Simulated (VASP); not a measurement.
# What goes wrong when ZnSe (Stilleite) is relaxed with a bad input, part 2 of 2

Some relaxations of ZnSe (Stilleite) get a fault in the input on purpose. Which of them show, and how? The starting structure is a measured crystal structure from the Crystallography Open Database. The first relaxation on each setting starts from this cell expanded by 3 % in volume.

VASP 6.6.1.

Results so far: reference 22.43 Å³ an atom; low precision and a small cutoff 20.74 Å³ an atom; an ionic step far too long 22.43 Å³ an atom.

**5. Relaxation with a k mesh far too coarse (continued)**

Level of this step: PBEsol; plane waves and PAW (Se, Zn) (VASP).

OUTCAR, selected parts (step 5):

```text
  Total        0.0026528      0.0026528      0.0026528      0.0000000      0.0000000      0.0000000
  in kB        0.0863248      0.0863248      0.0863248      0.0000000      0.0000000      0.0000000
  external PRESSURE =       0.0863248 kB  Pullay stress =       0.0000000 kB

 POSITION                                       TOTAL-FORCE (eV/Angst)
 -----------------------------------------------------------------------------------
      4.36356      4.36356      4.36356        -0.000000      0.000000      0.000000
      0.00000      0.00000      0.00000         0.000000     -0.000000     -0.000000
 -----------------------------------------------------------------------------------
    total drift:                               -0.000000     -0.000000      0.000000

  FREE ENERGIE OF THE ION-ELECTRON SYSTEM (eV)
  ---------------------------------------------------
  free  energy   TOTEN  =        -5.3020490161 eV

  energy  without entropy=       -5.3020490161  energy(sigma->0) =       -5.30204902

[... 1 part as in an earlier step ...]

[... 3 further parts left out ...]
[key lines of the parts left out:]
E-fermi :   1.4081
```

With a k mesh far too coarse the cell ends at 24.618 Å³ an atom, +9.75 % from the reference; the bulk modulus is 52.6 GPa against 65.3 GPa.

**6. Relaxation with a loose electronic threshold**

A slip made on purpose: a loose electronic threshold. Against step 2 the input has EDIFF = 0.01 (also changed: NELM and NSW).

INCAR reads:

```
SYSTEM = ZnSe
PREC = Accurate
ENCUT = 450
EDIFF = 0.01
NELM = 60
ISMEAR = 0
SIGMA = 0.03
LREAL = .FALSE.
ALGO = Normal
GGA = PS
NBANDS = 15
LORBIT = 11
LWAVE = .FALSE.
LCHARG = .FALSE.
KPAR = 8
IBRION = 2
NSW = 30
ISIF = 3
EDIFFG = -0.006
```

POSCAR reads:

```
ZnSe
1.0
    0.0000000000      2.8618592506      2.8618592506
    2.8618592506      0.0000000000      2.8618592506
    2.8618592506      2.8618592506      0.0000000000
Se Zn
1 1
Direct
    0.7500000000      0.7500000000      0.7500000000
    0.0000000000      0.0000000000      0.0000000000
```

KPOINTS reads:

```
Automatic mesh
0
Gamma
6 6 6
0 0 0
```

PAW data sets: Se and Zn (PBE family, release 64).

Run with:

```sh
$ mpirun -np 8 vasp_std
```

Output:

```text
[... set-up lines as in an earlier step ...]
 entering main loop
       N       E                     dE             d eps       ncg     rms          rms(c)
[... 7 cycles as in an earlier step ...]
DAV:   8    -0.674896994099E+01    0.24276E-02   -0.39163E-03   586   0.661E-01
   1 F= -.67489699E+01 E0= -.67489699E+01  d E =-.674897E+01
[... from here on, the cycles between the ionic steps are left out ...]
   2 F= -.67636330E+01 E0= -.67636330E+01  d E =-.146631E-01
   3 F= -.67646279E+01 E0= -.67646279E+01  d E =-.156580E-01
   4 F= -.67672265E+01 E0= -.67672265E+01  d E =-.182566E-01
   5 F= -.67661018E+01 E0= -.67661018E+01  d E =-.171319E-01
   6 F= -.67660165E+01 E0= -.67660165E+01  d E =-.170466E-01
   7 F= -.67661615E+01 E0= -.67661615E+01  d E =-.145025E-03
   8 F= -.67662255E+01 E0= -.67662255E+01  d E =-.208999E-03
   9 F= -.67658890E+01 E0= -.67658890E+01  d E =0.127558E-03
  10 F= -.67659139E+01 E0= -.67659139E+01  d E =0.102583E-03
  11 F= -.67659158E+01 E0= -.67659158E+01  d E =0.100732E-03
  12 F= -.67659476E+01 E0= -.67659476E+01  d E =0.688827E-04
[...]
reached required accuracy - stopping structural energy minimisation
```

The job ended after 6 s (8 MPI ranks of Intel Xeon 6975P-C (Granite Rapids), shared host; peak memory 1.4 GiB; 44 s of CPU time).

OUTCAR, selected parts (step 6):

```text
  Total       -0.0063324     -0.0063324     -0.0063324     -0.0000000     -0.0000000     -0.0000000
  in kB       -0.2254683     -0.2254683     -0.2254683     -0.0000000     -0.0000000     -0.0000000
  external PRESSURE =      -0.2254683 kB  Pullay stress =       0.0000000 kB

 POSITION                                       TOTAL-FORCE (eV/Angst)
 -----------------------------------------------------------------------------------
      4.23459      4.23459      4.23459         0.000000     -0.000000     -0.000000
      0.00000      0.00000      0.00000        -0.000000      0.000000      0.000000
 -----------------------------------------------------------------------------------
    total drift:                               -0.000001     -0.000001     -0.000002

  FREE ENERGIE OF THE ION-ELECTRON SYSTEM (eV)
  ---------------------------------------------------
  free  energy   TOTEN  =        -6.7659476410 eV

  energy  without entropy=       -6.7659476410  energy(sigma->0) =       -6.76594764

[... 2 parts as in an earlier step ...]

[... 2 further parts left out ...]
[key lines of the parts left out:]
E-fermi :   1.7176
```

Logs of long relaxations may skip ionic steps without a mark.

With a loose electronic threshold the cell ends at 22.499 Å³ an atom, +0.30 % from the reference.

**7. Comparison**

```
                             run  volume (Å³/atom)  change (%)  bulk modulus (GPa)  pressure left (GPa)  core minutes
                       reference            22.431           -                65.3                -0.03          0.72
low precision and a small cutoff            20.738       -7.55                   -                -0.01         0.187
      an ionic step far too long            22.432         0.0                   -                 0.01         0.773
         a k mesh far too coarse            24.618        9.75                52.6                 0.01         0.187
    a loose electronic threshold            22.499         0.3                   -                -0.02           0.8
```

Core minutes are wall time times ranks, summed over the relaxations behind a row (those for a bulk modulus apart), on shared hosts.

**8. Summary of results**

```yaml
volume_of_the_reference: 22.43 Å³/atom
volume_against_the_reference_low_precision_and_a_small_cutoff: -7.55 %
volume_against_the_reference_an_ionic_step_far_too_long: +0.00 %
volume_against_the_reference_a_k_mesh_far_too_coarse: +9.75 %
volume_against_the_reference_a_loose_electronic_threshold: +0.30 %
```

What this shows: Finished, but with signs in the output that stand out against the reference: low precision and a small cutoff, with the volume changed by -7.5 % (signs: a warning on the charge density, -15.4 GPa at the first ionic step (of the first relaxations, not shown; reference: -2.6 GPa) and an energy that rises by up to 0.3 eV an atom on the way); an ionic step far too long, with the volume changed by less than 0.1 % (signs: an energy that rises by up to 0.2 eV an atom on the way); a k mesh far too coarse, with the volume changed by +9.7 % (signs: 2.9 GPa at the first ionic step (of the first relaxations, not shown; reference: -2.6 GPa)). Finished, and of the signs looked for here (warnings, stress, forces, entropy, moments, translations away from zero, imaginary modes) none stands out against the reference by the marks set here, though the cell is off: a loose electronic threshold, with the volume changed by +0.3 %. The reference was restarted once and the runs with a slip weren't, so their cells may not have settled fully. Further runs on this material are not shown.

[Lines on the potential files, build, host, timing and source positions are cut from VASP's logs without a mark.]

[Logs are printed without paths, hosts, clocks, repeated set-up lines and the standing remarks that a program may print on its own settings, such as how far it seeks lower states.]

[Hosts, paths, dates, database ids (printed as entryN), source tags and the programs' standing remarks are cut or masked in the printed files.]
